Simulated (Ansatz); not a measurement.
## H-CC-Cl chair monolayer in a perpendicular field

Wanted: the out-of-plane response of the H-CC-Cl chair monolayer. A positive field points along +c.

Method: plane-wave DFT, PBE-D3(BJ), Ansatz PAW (set soft_1); PAW set soft_1, in Ansatz 0.2.0.

Report form: inputs, costs, results and the conclusion, without the logs.

**1. Set-up**

The cell holds 4 atoms: 1 Cl, 2 C and 1 H. Its edges and angles: a = 2.508 Å, b = 2.508 Å, c = 37.757 Å, α = 90.0°, β = 90.0°, γ = 120.0°. Vacuum lies along c.

Structure file:

```cif
data_structure
_symmetry_space_group_name_H-M 'P 1'
_symmetry_Int_Tables_number 1
_cell_length_a 2.5080
_cell_length_b 2.5080
_cell_length_c 37.7567
_cell_angle_alpha 90.000
_cell_angle_beta 90.000
_cell_angle_gamma 120.000
_cell_volume 205.67
loop_
_atom_site_label
_atom_site_type_symbol
_atom_site_fract_x
_atom_site_fract_y
_atom_site_fract_z
_atom_site_occupancy
Cl1 Cl 0.66667 0.33333 0.45555 1
C2 C 0.66667 0.33333 0.50269 1
C3 C 0.33333 0.66667 0.51611 1
H4 H 0.33333 0.66667 0.54445 1
```

**2. Relaxing the slab**

The starting cell is a guess, so the in-plane lattice and the atoms are relaxed first, with the slab cut off from its images along the normal.

File input.yaml:

```yaml
crystal:
  lattice:
    - [2.508, 0.0, 0.0]
    - [-1.254, 2.1719917127, 0.0]
    - [0.0, 0.0, 37.7566666646]
  atoms:
    - { symbol: Cl, position: [0.6666666667, 0.3333333333, 0.455548689] }
    - { symbol: C, position: [0.6666666667, 0.3333333333, 0.5026926812] }
    - { symbol: C, position: [0.3333333333, 0.6666666667, 0.5161119449] }
    - { symbol: H, position: [0.3333333333, 0.6666666667, 0.544451311] }
  periodic: [true, true, false]
kpoints:
  mp_grid: { grid: [18, 18, 1] }
hamiltonian:
  xc: pbe
  dispersion: d3bj
  pseudopotentials: { kind: paw, azcp: { folder: soft_1 } }
scf:
  occupations: { method: fermi_dirac, width: 0.05 }
  convergence: { dr2_threshold: 1.0e-09 }
relax:
  f_tol: 0.004
  max_steps: 90
  cell: {}
output:
  write_potential: true
  write_density: true
  volumetric_format: npy
```

The run is started by

```bash
$ ansatz run input.yaml --threads 2 --pin off --max-ram 3072MiB --backend cpu --events-out ev --progress --plain --runs-dir out
```

Run time: 73 s. Hardware: 2 threads of Arm Neoverse V1, shared host; peak memory 0.49 GiB.

Relaxation path:

| step | energy less that of the first step (eV) | largest force component (eV/Å) | volume (Å³) |
| --- | --- | --- | --- |
| 1 | 0.0000 | 2.5794 | 205.67 |
| 2 | -0.6842 | 1.1930 | 226.21 |
| 3 | -0.8829 | 0.6258 | 241.32 |
| 4 | -0.8952 | 0.4224 | 245.39 |
| 5 | -0.8990 | 0.0856 | 245.81 |
| 6 | -0.8992 | 0.0108 | 245.74 |
| 7 | -0.8992 | 0.0017 | 245.73 |
| 8* | -0.9278 | 0.0142 | 245.73 |
| 9 | -0.9282 | 0.0070 | 246.54 |
| 10 | -0.9279 | 0.1514 | 247.01 |
| 11 | -0.9282 | 0.0034 | 246.78 |
| 12 | -0.9281 | 0.0000 | 246.99 |
| 13* | -0.9284 | 0.0001 | 246.99 |

Relaxation steps marked * repeat the geometry before them on a plane-wave basis chosen anew for their cell, so energy and pressure can jump there. Relaxation step 10 was tried and not accepted.

Forces are held to the 6 operations that the program found; a distortion that breaks them can't arise in this run.

| cell as run | before | after | change |
| --- | --- | --- | --- |
| a (Å) | 2.508 | 2.748 | +9.6 % |
| b (Å) | 2.508 | 2.748 | +9.6 % |

The atoms that moved most (Å, along periodic axes as changes of fractional coordinates times the final cell, across vacuum about the mean position):

| atom | dx | dy | dz | length |
| --- | --- | --- | --- | --- |
| C3 | 0.000 | 0.000 | -0.033 | 0.033 |
| Cl1 | 0.000 | 0.000 | 0.025 | 0.025 |
| C2 | 0.000 | 0.000 | 0.005 | 0.005 |

Final coordinates:

```xyz
4
Lattice="2.7484 0.0000 0.0000 -1.3742 2.3802 0.0000 0.0000 0.0000 37.7567" Properties=species:S:1:pos:R:3
Cl    1.3742    0.7934   17.2249
C     1.3742    0.7934   18.9854
C     0.0000    1.5868   19.4542
H     0.0000    1.5868   20.5589
```

Read from the output:

| Quantity | Value |
| --- | --- |
| energy at zero smearing | -1595.9510 eV |

The lattice constant a goes from 2.508 to 2.748 Å.

**3. Single point, field 0**

A sawtooth potential applies the field, turning back in the middle of the vacuum. With the dipole correction the typed value is the field outside the slab. The induced dipole is small, so the SCF threshold is tight.

The cell differs from the one that the last finished run ended in (c 37.757 → 21.334 Å).

File input.yaml:

```yaml
crystal:
  lattice:
    - [2.7483720964, 0.0, 0.0]
    - [-1.3741860482, 2.3801600545, 0.0]
    - [0.0, 0.0, 21.3339543134]
  atoms:
    - { symbol: Cl, position: [0.6666666667, 0.3333333333, 0.4218627202] }
    - { symbol: C, position: [0.6666666667, 0.3333333333, 0.5043849856] }
    - { symbol: C, position: [0.3333333333, 0.6666666667, 0.5263562288] }
    - { symbol: H, position: [0.3333333333, 0.6666666667, 0.5781372798] }
kpoints:
  mp_grid: { grid: [24, 24, 1] }
  band_path:
    path: [[0, 0, 0], [0.5, 0, 0], [0.33333333, 0.33333333, 0], [0, 0, 0]]
    npoints: 16
hamiltonian:
  xc: pbe
  dispersion: d3bj
  pseudopotentials: { kind: paw, azcp: { folder: soft_1 } }
scf:
  occupations: { method: fermi_dirac, width: 0.02585 }
  convergence: { dr2_threshold: 1.0e-10 }
efield:
  axis: 3
  dipole_correction: true
  ramp_position: 0.97
  ramp_width: 0.06
  amplitude: 0
output:
  dos: { projected: true, e_range: [-6, 5] }
  write_potential: true
  write_density: true
  volumetric_format: npy
  elf: true
```

Wall time 13 s (2 threads); peak memory 0.46 GiB; 26 s of CPU time.

This step gave:

| Quantity | Value |
| --- | --- |
| dipole along the normal | 0.07492 e·Å |
| gap along the path | 0.4213 eV |
| smallest direct gap along the path | 0.4213 eV |
| step between the vacuum levels | -2.072 eV |
| ionisation energy, upper face | 1.364 eV |
| electron affinity, upper face | 0.9424 eV |
| ionisation energy, lower face | 3.436 eV |
| gap, the smaller of path and mesh | 0.4213 eV |

Running mean over a fixed 2.5 Å (it still follows the layers) of the planar mean; the ramp of the sawtooth is left out. Electron's electrostatic potential energy less the Fermi level against z:

z (Å), electron's electrostatic potential energy less the Fermi level (eV) and a bar from the least value:
```
      3.0        3.2 ##############################
      3.5        3.2 ##############################
      4.0        3.2 ##############################
      4.5        3.2 ##############################
      5.0        3.2 ##############################
      5.5        3.2 ##############################
      6.0        3.2 ##############################
      6.5        3.1 ##############################
      7.0        2.7 #############################
      7.5        0.8 #########################
      8.0       -2.2 ##################
      8.5       -4.3 #############
      9.0       -5.4 ###########
      9.5       -7.9 #####
     10.0      -10.3 
     10.5      -10.1 
     11.0       -9.1 ###
     11.5       -8.9 ###
     12.0       -6.6 ########
     12.5       -2.8 #################
     13.0       -0.4 ######################
     13.5        0.4 ########################
     14.0        1.0 #########################
     14.5        1.1 #########################
     15.0        1.1 #########################
     15.5        1.1 #########################
     16.0        1.1 #########################
     16.5        1.1 #########################
     17.0        1.1 #########################
     17.5        1.1 #########################
     18.0        1.1 #########################
```

The density of states has structure finer than the step of the table below, so its rows give means over 0.25 eV. Peaks (eV: height): -1.810: 1.34, 2.080: 3.43.

The density of states by energy, zero at the Fermi level of the run, which the smearing sets inside the gap; means over each step:

| energy (eV) | density of states (states/eV a cell) |
| --- | --- |
| -5.75 | 1.90 |
| -5.50 | 1.20 |
| -5.25 | 0.970 |
| -5.00 | 0.897 |
| -4.75 | 0.851 |
| -4.50 | 0.624 |
| -4.25 | 0.525 |
| -4.00 | 0.513 |
| -3.75 | 0.516 |
| -3.50 | 0.516 |
| -3.25 | 0.536 |
| -3.00 | 0.547 |
| -2.75 | 0.585 |
| -2.50 | 0.626 |
| -2.25 | 0.709 |
| -2.00 | 0.885 |
| -1.75 | 1.05 |
| -1.50 | 0.732 |
| -1.25 | 0.619 |
| -1.00 | 0.550 |
| -0.75 | 0.510 |
| -0.50 | 0.488 |
| -0.25 | 0.294 |
| 0.00 | 0 |
| 0.25 | 0.195 |
| 0.50 | 0.306 |
| 0.75 | 0.311 |
| 1.00 | 0.316 |
| 1.25 | 0.324 |
| 1.50 | 0.542 |
| 1.75 | 0.822 |
| 2.00 | 2.24 |

Projected DOS per atom over height of the atomic layer and energy from the Fermi level. Layers: Cl C C H from below.

Ten even steps from '_' (0.00 states/eV) to '@' (1.06 states/eV), each cell a mean:
```
::++--__
________
________
________
________
________
::______
==______
==______
++______
%%______
**______
++______
==______
==______
==______
==______
==______
==....__
==....__
++::::__
@@--==..
```
Columns: height of the atomic layer (Å) from 9 to 12.3 (not evenly spaced); rows upwards: energy from the Fermi level (eV) from -5.96 to 2.14.

Electronic bands along the path, in eV, zero at the Fermi level of the run, which the smearing sets inside the gap:

| point | band 5 | band 6 | band 7 | band 8 | band 9 | band 10 | band 11 | band 12 |
| --- | --- | --- | --- | --- | --- | --- | --- | --- |
| Γ | -4.53 | -4.53 | -0.22 | -0.22 | 0.20 | 1.44 | 1.93 | 2.88 |
| halfway | -6.39 | -5.99 | -3.77 | -1.07 | 1.61 | 2.05 | 3.01 | 3.35 |
| M | -7.27 | -7.01 | -6.08 | -1.81 | 2.18 | 2.77 | 4.84 | 5.70 |
| halfway | -8.22 | -7.05 | -6.03 | -3.40 | 3.02 | 4.46 | 4.97 | 5.68 |
| K | -8.31 | -6.92 | -5.65 | -5.09 | 3.40 | 4.43 | 6.23 | 7.64 |
| halfway | -7.34 | -6.26 | -4.05 | -2.02 | 2.10 | 2.45 | 3.71 | 4.50 |
| Γ | -4.53 | -4.53 | -0.22 | -0.22 | 0.20 | 1.44 | 1.93 | 2.88 |

Electrostatic potential energy in the ca plane at fractional y = 0.333, with atoms of Cl and C within 0.2 Å of it. With pseudopotentials it is smooth inside the atoms' cores, unlike the true potential.

Ten even steps from '0' (-41 eV) to '9' (4 eV), each cell a mean:
```
99999999999999999963248744789999999999999999
99999999999999999720005300389999999999999999
99999999999999999710004200289999999999999999
99999999999999999830016400489999999999999999
99999999999999999974468866789999999999999999
99999999999999999999899987789999999999999999
99999999999999999999999987789999999999999999
99999999999999999998889988889999999999999999
```
Columns run along c (16.0 Å, from fractional 0.09 to 0.84 of the cell; values clipped at the 3rd and 97th percentile), rows up along a (2.7 Å). Atoms in or near the plane, at fractional coordinates: Cl at (0.42, 0.67), C at (0.50, 0.67).

ELF in the ca plane at fractional y = 0.333, with atoms of Cl and C within 0.2 Å of it. It is the smooth field of the valence electrons, not physical close to the nuclei.

Ten even steps from '0' (0.00) to '9' (0.89), each cell a mean:
```
00000000001479998657873110000000000000000000
00000000001589767873563000000000000000000000
00000000002588436971253000000000000000000000
00000000001589877874673000000000000000000000
00000000001379997447973222000000000000000000
00000000000125653126764565300000000000000000
00000000000001221014655677410000000000000000
00000000000136775226764454200000000000000000
```
Columns run along c (16.0 Å, from fractional 0.18 to 0.93 of the cell), rows up along a (2.7 Å). Atoms in or near the plane, at fractional coordinates: Cl at (0.42, 0.67), C at (0.50, 0.67).

Valence density in the ca plane at fractional y = 0.333, with atoms of Cl and C within 0.2 Å of it. It is the smooth field of the valence electrons, not physical close to the nuclei.

Ten even steps from '0' (0.0 e/Å³) to '9' (1.7 e/Å³), each cell a mean:
```
00000000000015885336631000000000000000000000
00000000000038888678841000000000000000000000
00000000000038669788851000000000000000000000
00000000000028998568841000000000000000000000
00000000000014774224531000000000000000000000
00000000000001221112331100000000000000000000
00000000000000111012332100000000000000000000
00000000000002332113331100000000000000000000
```
Columns run along c (16.0 Å, from fractional 0.18 to 0.93 of the cell), rows up along a (2.7 Å). Atoms in or near the plane, at fractional coordinates: Cl at (0.42, 0.67), C at (0.50, 0.67).

The gap is 0.42 eV, with the valence edge 1.36 eV and the conduction edge 0.94 eV under the upper vacuum level.

**4. Atoms held, field 0.1 V/Å**

input.yaml, as its differences from that of step 3:

```diff
@@ -25,7 +25,6 @@
   dipole_correction: true
-  ramp_position: 0.97
-  ramp_width: 0.06
-  amplitude: 0
+  ramp_position: 0.9067
+  ramp_width: 0.1533
+  amplitude: 0.1
 output:
-  dos: { projected: true, e_range: [-6, 5] }
   write_potential: true
@@ -33,2 +32 @@
   volumetric_format: npy
-  elf: true
```

Run time: 13 s. Hardware: 2 threads; peak memory 0.43 GiB.

The dipole is 0.0910 e·Å, 0.0160 e·Å from its value without field, and the gap 0.576 eV.

**5. Atoms held, field -0.1 V/Å**

input.yaml, as its differences from that of step 4:

```diff
@@ -27,3 +27,3 @@
   ramp_width: 0.1533
-  amplitude: 0.1
+  amplitude: -0.1
 output:
```

Elapsed: 13 s, on 2 threads; peak memory 0.43 GiB; 26 s of CPU time.

The dipole is 0.0584 e·Å, -0.0165 e·Å from its value without field, and the gap 0.232 eV.

**6. Response, atoms held**

This step: plane-wave DFT, PBE-D3(BJ), Ansatz PAW (set soft_1); response to a field along the normal, atoms held; PAW set soft_1 (Ansatz 0.2.0).

The dipoles give the slope, and the difference of two potentials shows where the field is screened.

This step gave:

```yaml
equivalent_conductor_thickness_p_eps_0ae: 4.504 Å
distance_between_the_outer_atoms: 3.334 Å
```

Dipole of the cell against applied field:

| applied field (V/Å) | dipole of the cell (e·Å) |
| --- | --- |
| -0.1000 | 0.0584 |
| 0.0000 | 0.0749 |
| 0.1000 | 0.0910 |

Local field over the applied field, running mean. From the potentials at -0.1 and 0.1 V/Å; running mean over 2.5 Å. The local field over applied field by z:

| z (Å) | local field over applied field |
| --- | --- |
| 4.5 | 1.000 |
| 5.0 | 0.999 |
| 5.5 | 0.997 |
| 6.0 | 0.988 |
| 6.5 | 0.958 |
| 7.0 | 0.875 |
| 7.5 | 0.714 |
| 8.0 | 0.525 |
| 8.5 | 0.346 |
| 9.0 | 0.199 |
| 9.5 | 0.112 |
| 10.0 | 0.0815 |
| 10.5 | 0.105 |
| 11.0 | 0.130 |
| 11.5 | 0.179 |
| 12.0 | 0.278 |
| 12.5 | 0.438 |
| 13.0 | 0.590 |
| 13.5 | 0.745 |
| 14.0 | 0.867 |
| 14.5 | 0.936 |
| 15.0 | 0.968 |
| 15.5 | 0.983 |
| 16.0 | 0.991 |
| 16.5 | 0.995 |
| 17.0 | 0.997 |

The induced electron density oscillates, so the rows of the table below give means over 1.19 Å (shorter at the two ends). Its distinct maxima (Å: e/Å³ per V/Å): 8.3: 0.00487, 10.7: 0.00259, 11.7: 4.2e-4. Distinct minima: 10.1: -0.00122, 11.3: -0.00291, 12.6: -0.00357.

Electrons, planar mean, per unit field. The induced electron density by z; means over each step:

z (Å), induced electron density (e/Å³ per V/Å) and a bar from the least value:
```
     4.60    0.00000 #############
     5.79    0.00004 #############
     6.98    0.00073 ################
     8.17    0.00364 ##############################
     9.36   -0.00025 ############
    10.55    0.00032 ##############
    11.74   -0.00106 ########
    12.93   -0.00268 
    14.12   -0.00060 ##########
    15.31   -0.00010 ############
    16.50   -0.00002 #############
```

The smaller of the gaps on the path and on the k-mesh, counted as 0 under 0.03 eV. Table of gap by applied field:

| applied field (V/Å) | gap (eV) |
| --- | --- |
| -0.1000 | 0.232 |
| 0.0000 | 0.421 |
| 0.1000 | 0.576 |

By hand: between -0.1 and 0.1 V/Å the dipole changes by 0.03257 e·Å, a slope of 0.1628 e·Å²/V. A perfect conductor of thickness t has p = ε₀AEt, so t = 180.95 × 0.1628 / 6.542 = 4.50 Å (e/ε₀ = 180.95 V·Å, A in Å²).

The induced dipole is that of a conductor 4.50 Å thick.

**7. Outcome**

```json
{
 "gap without field": "0.421 eV",
 "ionisation energy, upper face": "1.36 eV",
 "electron affinity, upper face": "0.942 eV",
 "step between the vacuum levels": "-2.07 eV",
 "equivalent conductor thickness, atoms held": "4.50 Å"
}
```

In words: The induced dipole equals that of a perfect conductor 4.50 Å thick, while the outer atoms lie 3.33 Å apart; an out-of-plane ε follows only once a thickness t is chosen, by 1 − 1/ε = 4.50 Å / t. The two faces differ: the vacuum level above lies 2.07 eV lower than the one below. The gap goes from 0.42 eV to 0.23 eV at -0.1 V/Å. With the field reversed it is 0.58 eV at 0.1 V/Å. Semilocal functionals give gaps that are too small, and excitons are not included.

[Long decimals in the printed logs are rounded to 6 places.]

[Logs are printed without paths, hosts, clocks, repeated set-up lines and the standing remarks that a program may print on its own settings, such as how far it seeks lower states.]

[Hosts, paths, dates, database ids (printed as entryN), source tags and the programs' standing remarks are cut or masked in the printed files.]

[Maps of the electrostatic potential energy from Ansatz leave out the sawtooth potential of an applied field or a dipole correction, so their vacuum need not be flat; planar profiles and work functions include it.]
